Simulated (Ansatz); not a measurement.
Run this with the Python package of Ansatz (0.2.0) and show what comes out.

Contents of `POSCAR`:
```text
CdS
1.0
   4.26116959    0.00000000    0.00000000
  -2.13058479    3.69028111    0.00000000
   0.00000000    0.00000000    5.80417294
Cd S
1 1
Direct
   0.00000000    0.00000000    0.44269192
   0.66666667    0.33333333    0.43430808
```

`partial_cds.py`:
```python
import itertools

import ansatz as az
from ase.io import read
import numpy as np

FUNCTIONAL = "LDA"
KMESH = (6, 6, 4)
MAX_SCF = 100
SMEARING = "fixed"

atoms = read("POSCAR", format="vasp")
cds = az.Crystal.from_ase(atoms)

calculation = (
    cds.calculation()
    .functional(FUNCTIONAL)
    .accuracy("low")
    .kpoints(*KMESH)
    .scf(max_iterations=MAX_SCF, self_checks="low")
    .occupations(SMEARING)
    .band_densities([("v2", "v1"), ("c1", "c2")])
)
res = calculation.run()
summary = res.report
cell = np.asarray(res.lattice.cell_ang)
for names, window in zip([("v2", "v1"), ("c1", "c2")], res.band_densities().windows):
    density = window.outcome.density
    rho = density.channels[0].density_e_per_ang3
    axes = density.fft_grid_basis @ cell
    points = np.stack(np.meshgrid(*(np.arange(n) / n for n in rho.shape), indexing="ij"), axis=-1)
    print("bands", names, "electrons", np.round(window.outcome.n_electrons, 3), "peak", round(float(rho.max()), 3), "e/A^3")
    for index, site in enumerate(res.lattice.sites):
        offset = points - np.asarray(site.position_ang) @ np.linalg.inv(axes)
        offset -= np.round(offset)
        distance = np.min([np.linalg.norm((offset + image) @ axes, axis=-1) for image in itertools.product((-1, 0, 1), repeat=3)], axis=0)
        print(f"   {index} {site.symbol:2s} {100 * rho[distance < 0.8].sum() / rho.sum():5.1f} % within 0.8 A")
```

```console
$ python partial_cds.py
DeckWarning: basis.ecutwfc = 420 eV, auto-derived from the records' recommended cutoffs: set by Cd (normal level)
bands ('v2', 'v1') electrons [4.] peak 0.739 e/A^3
   0 Cd   4.6 % within 0.8 A
   1 S   23.8 % within 0.8 A
bands ('c1', 'c2') electrons [4.] peak 0.458 e/A^3
   0 Cd   4.6 % within 0.8 A
   1 S   10.3 % within 0.8 A
```
(Warnings from the package without file and line.)

These settings explore the input space; cutoff and mesh may be short of convergence. This cell is a computed structure, which may not be the phase found in nature. The windows are summed over all k-points with every state counted as full, the empty ones too; where a window cuts a degenerate level its bands share the weight. Values near the nuclei depend on the potentials. Spheres that overlap count density twice, so shares are no populations. Hardware and time: 4.5 s on 1 thread of Arm Neoverse V2, on a shared host, peak memory 0.44 GiB.

(Lines on the test bed's own set-up are left out of the output.)
